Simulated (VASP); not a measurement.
Here is a VASP 6.6.1 calculation.

Contents of POSCAR:

```
CdSe                                    
1.0
    0.0000000000      3.0462087308      3.0462087308
    3.0462087308      0.0000000000      3.0462087308
    3.0462087308      3.0462087308      0.0000000000
  Cd              Se            
     1     1
Direct
     0.0000000000000000    0.0000000000000000    0.0000000000000000
     0.7500000000000000    0.7500000000000000    0.7500000000000000
```

File INCAR.step1:

```
PREC = Accurate ; ENCUT = 520
EDIFF = 1E-5 ; ISMEAR = 0
SIGMA = 0.03 ; LREAL = F
LASPH = T ; NELM = 80
ALGO = Normal ; ISIF = 2
LWAVE = T ; LCHARG = F
MAGMOM = 0 0 0 0 0 0 ; LORBIT = 11
LSORBIT = T ; GGA_COMPAT = F
NBANDS = 32 ; GGA = PE
```

The input INCAR.step2:

```
PREC = Accurate ; ENCUT = 520
EDIFF = 1E-7 ; ISMEAR = 0
SIGMA = 0.03 ; LREAL = F
LASPH = T ; NELM = 80
ALGO = Normal ; ISIF = 2
LWAVE = F ; LCHARG = F
MAGMOM = 0 0 0 0 0 0 ; LORBIT = 11
LSORBIT = T ; GGA_COMPAT = F
GGA = PE ; LHFCALC = T
HFSCREEN = 0.2 ; PRECFOCK = Fast
NBANDS = 32 ; ISTART = 1
```

The input KPOINTS:

```
regular mesh
0
Gamma
  4 4 4
```

File KPOINTS_OPT:

```
explicit points
9
Reciprocal
 0.0000000000  0.0000000000  0.0000000000 1
 0.3750000000  0.3750000000  0.7500000000 1
 0.5000000000  0.5000000000  0.5000000000 1
 0.6250000000  0.2500000000  0.6250000000 1
 0.5000000000  0.2500000000  0.7500000000 1
 0.5000000000  0.0000000000  0.5000000000 1
 0.4000000000  0.0000000000  0.4000000000 1
 0.4250000000  0.0000000000  0.4250000000 1
 0.4500000000  0.0000000000  0.4500000000 1
```

Potentials or basis: VASP PAW PBE potentials, release 64 (Cd, Se).

Command:

```bash
$ cat potpaw_PBE.64/Cd/POTCAR potpaw_PBE.64/Se/POTCAR > POTCAR
$ cp INCAR.step1 INCAR
$ mpirun -np 1 vasp_ncl > vasp.out
$ cp INCAR.step2 INCAR
$ mpirun -np 1 vasp_ncl > vasp.out
```

Q: Estimate the pressure.

A: 1.7 GPa.

Caveat: the k mesh is coarse (spacing up to 0.45 Å⁻¹), so the values aren't converged, least of all with exact exchange; the PAW data sets were made with another functional, which shifts forces and pressure a little.
